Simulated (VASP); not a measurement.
## A VASP 6.6.1 single-point calculation on BaTe

INCAR

```
LREAL = .FALSE.
PREC = Accurate
SIGMA = 5
NELM = 58
ISMEAR = 1
IBRION = -1
NSW = 0
ENCUT = 520
EDIFF = 1E-7
LCHARG = .FALSE.
ISIF = 2
NBANDS = 15
GGA = PE
LWAVE = .FALSE.
LASPH = .TRUE.
```

KPOINTS

```
KPOINTS created by Atomic Simulation Environment
0
Gamma
6 6 6
0 0 0
```

POSCAR

```
Ba Te
 1.0000000000000000
     0.0000000000000000    3.5323793129999999    3.5323793129999999
     3.4366518336000000    0.0000000000000000    3.5323793129999999
     3.4366518336000000    3.5323793129999999    0.0000000000000000
 Ba  Te
   1   1
Cartesian
  0.0000000000000000  0.0000000000000000  0.0000000000000000
  3.4366518336000000  3.5323793129999994  3.5323793129999994
```

The recommended PBE PAW datasets give the neutral cell 16 valence electrons.

Command

```
mpirun -np 1 vasp_std
```

OSZICAR

```
N       E                     dE             d eps       ncg     rms          rms(c)
DAV:   1     0.822232529003E+02    0.82223E+02   -0.62235E+03   900   0.890E+02
DAV:   2    -0.218365710436E+01   -0.84407E+02   -0.78900E+02  1191   0.153E+02
DAV:   3    -0.714741615585E+01   -0.49638E+01   -0.49025E+01  1264   0.395E+01
DAV:   4    -0.725565988339E+01   -0.10824E+00   -0.10827E+00  1100   0.601E+00
DAV:   5    -0.725556609575E+01    0.93788E-04    0.64324E-04  1340   0.752E-01    0.379E+00
DAV:   6    -0.724494256861E+01    0.10624E-01   -0.27569E-03  1082   0.834E-01    0.233E+00
DAV:   7    -0.724663327887E+01   -0.16907E-02   -0.30035E-02   998   0.160E+00    0.122E-01
DAV:   8    -0.724692528568E+01   -0.29201E-03   -0.79384E-04  1138   0.271E-01    0.725E-02
DAV:   9    -0.724706191226E+01   -0.13663E-03    0.18066E-05  1103   0.111E-01    0.228E-02
DAV:  10    -0.724707185216E+01   -0.99399E-05    0.81618E-05  1133   0.353E-02    0.852E-03
...
DAV:  33    -0.724701656329E+01    0.67711E-06    0.67276E-06   499  -0.664E-05    0.339E-03
DAV:  34    -0.724701632248E+01    0.24081E-06    0.25388E-06   464   0.418E-05    0.328E-03
DAV:  35    -0.724701523450E+01    0.10880E-05    0.10879E-05   492   0.740E-05    0.362E-03
DAV:  36    -0.724701460510E+01    0.62940E-06    0.63072E-06   471  -0.171E-04    0.361E-03
DAV:  37    -0.724701426150E+01    0.34360E-06    0.34510E-06   492  -0.956E-06    0.366E-03
DAV:  38    -0.724701406321E+01    0.19830E-06    0.21704E-06   464   0.155E-04    0.357E-03
DAV:  39    -0.724701376526E+01    0.29795E-06    0.30808E-06   492   0.152E-04    0.360E-03
DAV:  40    -0.724701356204E+01    0.20322E-06    0.19875E-06   464  -0.359E-05    0.357E-03
DAV:  41    -0.724701348245E+01    0.79589E-07    0.75648E-07   492   0.645E-05
   1 F= -.72470135E+01 E0= -.69019646E+01  d E =-.103515E+01
```

It converged. Results: gap between bands v and c on the k mesh 1.88 eV; least direct gap on the k mesh 2.21 eV; pressure 1.8 GPa. Band v is the last that the valence electrons fill when counted band by band, and c is the next.

Q: Why shouldn't this run be trusted?

A: Smearing far too wide. On sound settings PBE gives a gap of 1.47 eV on its mesh and a pressure of 1.2 GPa for the intended cell. This run's energy (σ→0) differs from it by 853 meV an atom.
